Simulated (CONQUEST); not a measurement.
## SnSe2 under changes of volume

One of the cells (25.726 Å³/atom); the others are scaled copies at fixed shape and fractional positions:

```
CELL_PARAMETERS angstrom
3.81100 0.00000 0.00000
0.00000 6.13600 0.00000
0.00000 0.00000 6.60085
ATOMIC_POSITIONS crystal
Sn 0.00000 0.00000 0.00000
Sn 0.50000 0.00000 0.50000
Se 0.00000 0.75100 0.33333
Se 0.50000 0.75100 0.83333
Se 0.00000 0.24900 0.66667
Se 0.50000 0.24900 0.16667
```

- Program: CONQUEST 1.3
- Functional: PBEsol
- Potentials or basis: PseudoDojo NC PBEsol, DZP, grid of 36 × 60 × 64 points
- k mesh: 7 × 5 × 4
- Occupations: fermi-dirac, width 0.05 eV
- Spin: no spin polarisation

```csv
volume (Å³/atom),energy over the lowest point (meV/atom),pressure (GPa),gap on the mesh (eV),largest force (eV/Å)
24.182,76.52,9.5,0.71,1.518
24.697,49.49,7.3,0.68,1.260
25.212,29.17,5.3,0.66,1.027
25.726,14.98,3.6,0.63,0.806
26.241,?,?,?,?
26.755,0.74,0.9,0.58,0.428
27.270,0.00,-0.4,0.56,0.259
```

Question: What does the run at 26.241 Å³/atom give?

Answer: Energy over the lowest point 5.65 meV/atom; pressure 2.2 GPa; gap on the mesh 0.60 eV; largest force 0.618 eV/Å.

Worked out: A Birch-Murnaghan fit of order 3 (a polynomial in V^(-2/3)) to the other rows has its minimum at 27.13 Å³/atom with B0 = V·E''(V) = 58 GPa and B' = 6.2 at fixed shape and positions, which overstates the stiffness. It gives 5.60 meV/atom at 26.241 Å³/atom, against the run's 5.65, and -dE/dV = 2.2 GPa, against 2.2. A straight line through the other rows of the gap, of slope -1.26 eV per unit of ln V, gives 0.61 eV, against the run's 0.60.

Energies are extrapolated to zero smearing.

Caveats: spin-orbit coupling is left out, which moves the levels of the heavy elements; an odd mesh through Γ misses points on the zone boundary, where band edges often lie; this functional lacks dispersion, which binds the layers, so the pressure and a relaxed spacing across them are unreliable; the basis of atomic orbitals isn't converged, which shifts pressures, moduli and gaps; forces of over 1 eV/Å show positions far from the minimum, so gaps and moduli don't describe the material at rest (some runs).
